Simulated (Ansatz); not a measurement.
# N: stress in a strained cell

N is deformed so: equal xx and yy strain of +2 %. What stress and forces result, by LAPW, PAW and all-electron datasets made for the crystal?

Method: DFT PBEsol, scalar-relativistic, in Ansatz 0.2.0.

## 1. The starting structure

It takes space group P2_13 (No. 198, cubic). The conventional cell has a = 5.649 Å, b = 5.649 Å, c = 5.649 Å, α = 90.00°, β = 90.00°, γ = 90.00°. N (site symmetry 3) is surrounded by 12 N at 3.78 to 4.25 Å.

Coordinates:

```
CELL_PARAMETERS angstrom
5.64900 0.00000 0.00000
0.00000 5.64900 0.00000
0.00000 0.00000 5.64900
ATOMIC_POSITIONS crystal
N 0.03000 0.03000 0.03000
N 0.47000 0.97000 0.53000
N 0.53000 0.47000 0.97000
N 0.97000 0.53000 0.47000
```

Atoms are numbered in the order of the input: N1, N2, N3, N4.

## 2. The deformed structure

Space group P2_13 before, P2_12_12_1 after.

## 3. LAPW, all electrons

Input file input.yaml:

```yaml
crystal:
  lattice:
    - [5.76198, 0.0, 0.0]
    - [0.0, 5.76198, 0.0]
    - [0.0, 0.0, 5.649]
  atoms:
    - { symbol: "N", position: [0.03, 0.03, 0.03] }
    - { symbol: "N", position: [0.47, 0.97, 0.53] }
    - { symbol: "N", position: [0.53, 0.47, 0.97] }
    - { symbol: "N", position: [0.97, 0.53, 0.47] }
kpoints:
  mp_grid: { grid: [4, 4, 4] }
  band_path:
    path:
      - [0.0, 0.0, 0.0]
      - [0.0, 0.0, 0.5]
      - [0.5, 0.0, 0.5]
      - [0.5, 0.0, 0.0]
      - [0.0, 0.0, 0.0]
      - [0.0, 0.5, 0.0]
      - [0.0, 0.5, 0.5]
      - [0.5, 0.5, 0.5]
      - [0.5, 0.5, 0.0]
    npoints: 5
scf:
  occupations: { method: fermi_dirac, width: 0.02 }
hamiltonian:
  xc: pbesol
  pseudopotentials: { kind: all_electron, lapw: { basis_error: 0.001 } }
output:
  forces: true
  stress: true
  eigenvalues: true
```

On the command line:

```bash
ansatz run input.yaml --threads 1 --pin off --max-ram 4096MiB --backend cpu --events-out ev --progress --plain --runs-dir out
```

## 4. PAW with frozen cores

Input file input.yaml:

```yaml
crystal:
  lattice:
    - [5.76198, 0.0, 0.0]
    - [0.0, 5.76198, 0.0]
    - [0.0, 0.0, 5.649]
  atoms:
    - { symbol: "N", position: [0.03, 0.03, 0.03] }
    - { symbol: "N", position: [0.47, 0.97, 0.53] }
    - { symbol: "N", position: [0.53, 0.47, 0.97] }
    - { symbol: "N", position: [0.97, 0.53, 0.47] }
kpoints:
  mp_grid: { grid: [4, 4, 4] }
scf:
  occupations: { method: fermi_dirac, width: 0.02 }
hamiltonian:
  xc: pbesol
  pseudopotentials: { kind: paw }
output:
  forces: true
  stress: true
  eigenvalues: true
  efg: { contact_densities: true }
```

## 5. Datasets made for this crystal

Edit input.yaml of step 4 so:

```diff
@@ -16,3 +16,3 @@
   xc: pbesol
-  pseudopotentials: { kind: paw }
+  pseudopotentials: { kind: all_electron, datasets: crystal }
 output:
```

(Steps that only read results are left out.)

**Question.** What will these runs give? Wanted: pressure; largest shear or deviatoric stress.

The runs gave:

| quantity | value |
| --- | --- |
| pressure | LAPW -3.71, PAW -3.73, crystal datasets -3.71 GPa |
| largest shear or deviatoric stress (LAPW) | 0.10 GPa |

The largest part of the stress beyond the pressure is 0.10 GPa in size, in the zz component; the atoms are carried along and not relaxed. No run of the undeformed cell stands beside it, so the pressure holds what the given cell had before the change. PAW: stress within 0.02 GPa of LAPW, forces within 1 meV/Å. Crystal datasets: stress within 0.01 GPa of LAPW, forces within 1 meV/Å.
